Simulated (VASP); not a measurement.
Set up this calculation in VASP 6.6.1, as an ASE script.

```yaml
Task: single point
Functional: PBE
Potentials_or_basis: VASP PAW PBE potentials, release 64 (Gd_3), 4f in core
Cutoff: 600 eV
k_mesh: 9 × 9 × 9
Occupations: gaussian, width 0.05 eV
Spin: collinear spin, ferromagnetic start
Starting_moments: "[7.0] μB"
Further_INCAR_settings: ALGO = Normal; EDIFF = 1.00e-07
```

The system is Gd.

```
CELL_PARAMETERS angstrom
0.00000 2.58582 2.58582
2.58582 0.00000 2.58582
2.58582 2.58582 0.00000
ATOMIC_POSITIONS crystal
Gd 0.00000 0.00000 0.00000
```

This isn't the form of Gd at room conditions, which is hcp.

These files were run (other wordings do the same):

run.py

```python
from ase import Atoms
from ase.calculators.vasp import Vasp
from ase.dft.bandgap import bandgap

atoms = Atoms(
    ['Gd'],
    cell=[[0.0, 2.5858190855, 2.5858190855], [2.5858190855, 0.0, 2.5858190855], [2.5858190855, 2.5858190855, 0.0]],
    scaled_positions=[[0.0, 0.0, 0.0]],
    pbc=True,
)
atoms.set_initial_magnetic_moments([7.0])
calc = Vasp(
    directory='calc',
    xc='pbe',
    pp='PBE',
    setups={'base': 'minimal', 'Gd': '_3'},
    prec='Accurate',
    encut=600,
    ediff=1e-07,
    ismear=0,
    sigma=0.05,
    lreal=False,
    lasph=True,
    nelm=150,
    algo='Normal',
    isif=2,
    lwave=False,
    lcharg=False,
    ispin=2,
    lorbit=11,
    lmaxmix=6,
    kpts=[9, 9, 9],
    gamma=True,
)
atoms.calc = calc

print('energy (eV):', atoms.get_potential_energy())
print('free energy (eV):', atoms.get_potential_energy(force_consistent=True))
print('forces (eV/A):')
print(atoms.get_forces())
print('stress (eV/A^3, Voigt):', atoms.get_stress())
print('Fermi level (eV):', calc.get_fermi_level())
print('moment (muB):', atoms.get_magnetic_moment())
print('site moments (muB):', atoms.get_magnetic_moments())
gap, top, bottom = bandgap(calc)
print('band gap (eV):', gap, 'from (spin, k, band)', top, 'to', bottom)
```

Potentials or basis: VASP PAW PBE potentials, release 64 (Gd_3), 4f in core.

Launch:

```sh
$ python run.py
```

It gave:

```
Pressure                                              : -2.2 GPa
Band gap on the k mesh                                : none (metal or under the smearing width)
Net moment                                            : -0.05 μB per cell
Site moments                                          : Gd -0.03 μB
Valence electrons inside the program's atomic spheres : Gd 7.63
```

Caveat: spin-orbit coupling is left out, which moves the levels of the heavy elements; the 4f electrons are frozen in the core as for a trivalent ion, so they carry no moment and show no levels.

Run time: 30 s on 1 thread of Intel(R) Xeon(R) Platinum 8488C (Sapphire Rapids), on a shared host, peak memory 0.2 GiB.
